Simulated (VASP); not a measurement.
# ZnS (Wurtzite-2H) (P6_3mc) in VASP: further runs, part 2 of 2

VASP 6.6.1. Earlier steps stand in the parts before.

## Step 5: Single point, HSE06

File POSCAR:

```
ZnS
1.0
    3.8110000000      0.0000000000      0.0000000000
   -1.9055000000      3.3004228138      0.0000000000
    0.0000000000      0.0000000000      6.2340000000
Zn S
2 2
Direct
    0.6666666667      0.3333333333      0.5000000000
    0.3333333333      0.6666666667      0.0000000000
    0.6666666667      0.3333333333      0.8850000000
    0.3333333333      0.6666666667      0.3850000000
```

File INCAR.step1:

```
SYSTEM = ZnS
PREC = Accurate
ENCUT = 500
EDIFF = 1E-5
ISMEAR = 0
SIGMA = 0.01
LREAL = .FALSE.
LASPH = .TRUE.
NELM = 100
ALGO = Normal
ISIF = 2
LWAVE = .TRUE.
LCHARG = .FALSE.
NBANDS = 26
NKRED = 1
GGA = PE
```

File INCAR.step2:

```
SYSTEM = ZnS
PREC = Accurate
ENCUT = 500
EDIFF = 1E-6
ISMEAR = 0
SIGMA = 0.01
LREAL = .FALSE.
LASPH = .TRUE.
NELM = 100
ALGO = Normal
ISIF = 2
LWAVE = .FALSE.
LCHARG = .FALSE.
GGA = PE
LHFCALC = .TRUE.
HFSCREEN = 0.2
PRECFOCK = Fast
NBANDS = 26
NKRED = 1
ISTART = 1
```

File KPOINTS:

```
Automatic mesh
0
G
  4 4 3
  0 0 0
```

Potentials or basis: VASP PAW PBE potentials, release 64 (Zn, S).

Command:

```sh
cat potpaw_PBE.64/Zn/POTCAR potpaw_PBE.64/S/POTCAR > POTCAR
cp INCAR.step1 INCAR
mpirun -np 1 vasp_std > vasp.out
cp INCAR.step2 INCAR
mpirun -np 1 vasp_std > vasp.out
```

OUTCAR:

```text
SYSTEM = ZnS
   PREC = Accurate
   ENCUT = 500
   EDIFF = 1E-6
   ISMEAR = 0
   LREAL = .FALSE.
   LASPH = .TRUE.
   NELM = 100
   ISIF = 2
   GGA = PE
   LHFCALC = .TRUE.
   HFSCREEN = 0.2
   PRECFOCK = Fast
   NKRED = 1
   ISTART = 1

 Found      8 irreducible k-points:

 Following reciprocal coordinates:
            Coordinates               Weight
  0.000000  0.000000  0.000000      1.000000
  0.250000  0.000000  0.000000      6.000000
  0.500000  0.000000  0.000000      3.000000
  0.250000  0.250000  0.000000      6.000000
  0.000000  0.000000  0.333333      2.000000
  0.250000  0.000000  0.333333     12.000000
   k-points           NKPTS =      8   k-points in BZ     NKDIM =     48   number of bands    NBANDS=     26
   number of dos      NEDOS =    301   number of ions     NIONS =      4
   total plane-waves  NPLWV =  37632
   dimension x,y,z NGX =    28 NGY =   28 NGZ =   48
   dimension x,y,z NGXF=    56 NGYF=   56 NGZF=   96
   ions per type =               2   2
   NGX,Y,Z   is equivalent  to a cutoff of  12.21, 12.21, 12.80 a.u.
   NGXF,Y,Z  is equivalent  to a cutoff of  24.43, 24.43, 25.60 a.u.
 SYSTEM =  ZnS
   PREC   = accura    normal or accurate (medium, high low for compatibility)
   ISTART =      1    job   : 0-new  1-cont  2-samecut
   ICHARG =      0    charge: 1-file 2-atom 10-const
   ISPIN  =      1    spin polarized calculation?
   LNONCOLLINEAR =      F non collinear calculations
   LSORBIT =      F    spin-orbit coupling
   LASPH  =      T    aspherical Exc in radial PAW
   ENCUT  =  500.0 eV  36.75 Ry    6.06 a.u.   6.95  6.95 11.37*2*pi/ulx,y,z
   NELM   =    100;   NELMIN=  2; NELMDL=  0     # of ELM steps
   EDIFF  = 0.1E-05   stopping-criterion for ELM
   LREAL  =      F    real-space projection
   EDIFFG = 0.1E-04   stopping-criterion for IOM
   NSW    =      0    number of steps for IOM
   IBRION =     -1    ionic relax: 0-MD 1-quasi-New 2-CG
   NFREE  =      0    steps in history (QN), initial steepest desc. (CG)
   ISIF   =      2    stress and relaxation
   ISYM   =      3    0-nonsym 1-usesym 2-fastsym
   POTIM  = 0.5000    time-step for ionic-motion
   TEBEG  =    0.0;   TEEND  =   0.0 temperature during run
[... 18 lines left out ...]
   ENCUT4O =  -1.0   cutoff for four orbital integrals eV
   NKREDX  =     1    reduce k-point grid by
   NKREDY  =     1    reduce k-point grid by
   NKREDZ  =     1    reduce k-point grid by
   AEXX    =    0.2500 exact exchange contribution
   HFSCREEN=    0.2000 screening length (either q_TF or 0.3 A-1)
   HFSCREENC=   0.2000 screening length for correlation (either q_TF or 0.3 A-1)
   ENCUTFOCK=  -1.0 apply spherical cutoff to Coloumb kernel
   IVDW    =     0    specifies the selected vdW correction
   LEPSILON=     F    determine dielectric tensor
   LRPA    =     F    only Hartree local field effects (RPA)
 non-spin polarized calculation
 Gauss-broadening in eV      SIGMA  =   0.01
  energy-cutoff  :      500.00
  volume of cell :       78.41
 maximum number of plane-waves:      2001
 NGX is ok and might be reduce to    28
  NGX = 16; NGY = 16; NGZ = 28

 number of electron      35.9999977 magnetization

 Free energy of the ion-electron system (eV)
  ---------------------------------------------------
  ext. energy  EPLUGINS =         0.00000000
  ---------------------------------------------------
  free energy    TOTEN  =       -16.71525392 eV

  energy without entropy =      -16.71525392  energy(sigma->0) =      -16.71525392

 E-fermi :   1.5065     XC(G=0):  -7.9715

 val. band max:        1.4541673421   @ k =   0.0000   0.0000   0.0000
 cond. band min:       4.9327301545   @ k =   0.0000   0.0000   0.0000
 fundamental gap:      3.4785628124
 Fermi energy:         1.5064882150

 k-point     1 :       0.0000    0.0000    0.0000
  band No.  band energies     occupation
      1     -12.9472      2.00000
      2     -11.9620      2.00000
      3      -6.4470      2.00000
      4      -6.4470      2.00000
      5      -6.3941      2.00000
      6      -6.3834      2.00000
[... 163 lines left out ...]
     25      11.0084      0.00000
     26      11.5551      0.00000

 [... further k-points ...]

------------------------ aborting loop because EDIFF is reached ----------------------------------------

  FORCE on cell =-STRESS in cart. coord.  units (eV):
  Direction    XX          YY          ZZ          XY          YZ          ZX
  --------------------------------------------------------------------------------------
  -------------------------------------------------------------------------------------
  Total        1.3049453      1.3049453      0.0448693      0.0000000      0.0000000      0.0000000
  in kB       26.6641388     26.6641388      0.9168213      0.0000000      0.0000000      0.0000000
  external PRESSURE =      18.0816996 kB  Pullay stress =       0.0000000 kB

 VOLUME and BASIS-vectors are now :
 -----------------------------------------------------------------------------
  energy-cutoff  :      500.00
  volume of cell :       78.41
      direct lattice vectors                 reciprocal lattice vectors
     3.811000000  0.000000000  0.000000000     0.262398321  0.151495741  0.000000000
    -1.905500000  3.300422814  0.000000000     0.000000000  0.302991482  0.000000000
     0.000000000  0.000000000  6.234000000     0.000000000  0.000000000  0.160410651

 POSITION                                       TOTAL-FORCE (eV/Angst)
 -----------------------------------------------------------------------------------
      1.90550      1.10014      3.11700         0.000000     -0.000000      0.336977
     -0.00000      2.20028      0.00000        -0.000000     -0.000000      0.336977
      1.90550      1.10014      5.51709        -0.000000     -0.000000     -0.336977
     -0.00000      2.20028      2.40009        -0.000000      0.000000     -0.336977
 -----------------------------------------------------------------------------------
    total drift:                               -0.000000     -0.000001      0.000226

  FREE ENERGIE OF THE ION-ELECTRON SYSTEM (eV)
  ---------------------------------------------------
  free  energy   TOTEN  =       -16.7152539185 eV

  energy  without entropy=      -16.7152539185  energy(sigma->0) =      -16.71525392
```

OSZICAR.step1:

```text
N       E                     dE             d eps       ncg     rms          rms(c)
DAV:   1     0.239678142955E+03    0.23968E+03   -0.16783E+04   424   0.164E+03
DAV:   2     0.100607127214E+02   -0.22962E+03   -0.22106E+03   416   0.347E+02
DAV:   3    -0.138864604804E+02   -0.23947E+02   -0.23708E+02   510   0.111E+02
DAV:   4    -0.144683831372E+02   -0.58192E+00   -0.58046E+00   458   0.170E+01
DAV:   5    -0.144776725988E+02   -0.92895E-02   -0.92872E-02   526   0.216E+00    0.988E+00
DAV:   6    -0.136122256828E+02    0.86545E+00   -0.16679E+00   628   0.370E+01    0.761E+00
DAV:   7    -0.136076985397E+02    0.45271E-02   -0.13016E+00   434   0.659E+00    0.347E+00
DAV:   8    -0.136010495460E+02    0.66490E-02   -0.37509E-02   514   0.185E+00    0.101E+00
DAV:   9    -0.136016248118E+02   -0.57527E-03   -0.97151E-03   550   0.133E+00    0.238E-01
DAV:  10    -0.136017716529E+02   -0.14684E-03   -0.64727E-04   478   0.346E-01    0.101E-01
DAV:  11    -0.136020054388E+02   -0.23379E-03   -0.36789E-04   428   0.132E-01    0.622E-02
DAV:  12    -0.136020036451E+02    0.17938E-05   -0.18433E-05   428   0.541E-02
   1 F= -.13602004E+02 E0= -.13602004E+02  d E =-.424095E-45
```

Wall time 4.6 min (1 thread of Intel Xeon 6975P-C (Granite Rapids), shared host); peak memory 0.29 GiB.

The run converged, but some of its settings lie outside the range that counts as converged, so its numbers aren't taken as properties of the crystal.

What came out:

```yaml
Free_energy: -16.7153 eV
Pressure: 1.8 GPa
Largest_force: 0.337 eV/Å
Band_gap_on_the_k_mesh: 3.48 eV, direct
```

Caveat: the k mesh is coarse (spacing up to 0.48 Å⁻¹), so the values aren't converged, least of all with exact exchange; the PAW data sets were made with another functional, which shifts forces and pressure a little.
